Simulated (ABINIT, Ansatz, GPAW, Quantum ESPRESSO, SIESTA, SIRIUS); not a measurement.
# One calculation of Ga, 6 ways

```
CELL_PARAMETERS angstrom
-1.38440 1.38440 2.31122
1.38440 -1.38440 2.31122
1.38440 1.38440 -2.31122
ATOMIC_POSITIONS crystal
Ga 0.00000 0.00000 0.00000
```

This isn't the form of Ga at room conditions, which is orthorhombic.

Alike in all runs: task single point; functional PBEsol; k mesh 13 × 13 × 13; occupations fermi-dirac, width 0.05 eV; no spin polarisation; no spin-orbit coupling. Pressure is positive in compression and, in plane waves, holds the error of the finite cutoff.

```
                                                                                      program and potentials  plane-wave cutoff (eV)                                                  notes  pressure (GPa)
                                                             ABINIT, PseudoDojo NC SR PBEsol v0.4.1 standard                    1088                13 valence electrons an atom on average           -0.26
                                              SIRIUS, PseudoDojo 0.4.1 PBEsol standard (scalar relativistic)                    1102                13 valence electrons an atom on average           -0.23
                                                              Ansatz, all-electron LAPW, scalar-relativistic                       -                                                      -           -0.28
SIESTA, files PseudoDojo sr-pbesol-0.4.1-standard, DZP (energy shift 0.003 Ry; two zetas on semicore shells)                       -  atomic basis; 13 valence electrons an atom on average           -0.21
                                                                           Quantum ESPRESSO, GBRV 1.5 PBEsol                     762                19 valence electrons an atom on average           -0.25
                                                           GPAW, PAW data sets generated for this functional                     600                 3 valence electrons an atom on average            0.07
```

The pressure spans -0.28 (Ansatz, all-electron LAPW, scalar-relativistic) to 0.07 GPa (GPAW, PAW data sets generated for this functional), with all-electron results at -0.28. Rows in atomic bases carry the error of their basis and grid, which can be large.

Differences between rows come from potentials, basis sets and numerical settings, since the functional is the same but for its coding. Runs on potential files found faulty are left out.
